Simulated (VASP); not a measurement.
The system is Be.

```
Be
1.0
     0.00000    1.57905    1.57905
     1.57905    0.00000    1.57905
     1.57905    1.57905    0.00000
Be
1
Direct
  0.00000 0.00000 0.00000
```

The cell was built by a generator and needn't be a form met in nature.

| Quantity | Value |
| --- | --- |
| Program | VASP 6.6.1 |
| Task | relaxation of cell and atoms |
| Functional | revPBE |
| Dispersion | D2 |
| Potentials or basis | VASP PAW PBE potentials, release 64 (Be) |
| Cutoff | 600 eV |
| k mesh | 14 × 14 × 14 |
| Occupations | fermi-dirac, width 0.05 eV |
| Spin | no spin polarisation |

At the start: pressure -3.8 GPa; volume 7.87 Å³/atom.

**Question.** Where does the relaxation end?

**Answer.** Over 3 steps the energy falls by 3.2 meV/atom and the volume is 7.61 Å³/atom (-3.3 %); space group Fm-3m (No. 225, to 0.05 Å).

Step by step:
```csv
step,energy change (eV),largest force (eV/Å),pressure (GPa),volume (Å³)
1,0.0000,0.0000,-3.82,7.87
2,-0.0031,0.0000,-0.80,7.66
3,-0.0032,0.0000,-0.03,7.61
```

Final structure:
```
Be
1.0
     0.00000    1.56144    1.56144
     1.56144    0.00000    1.56144
     1.56144    1.56144    0.00000
Be
1
Direct
  0.00000 0.00000 0.00000
```

Caveat: atom-pairwise D2, TS and ULG terms overbind metals; the PAW data sets were made with another functional, which shifts forces and pressure a little; pairwise dispersion overbinds metals, which lowers pressure and volume.
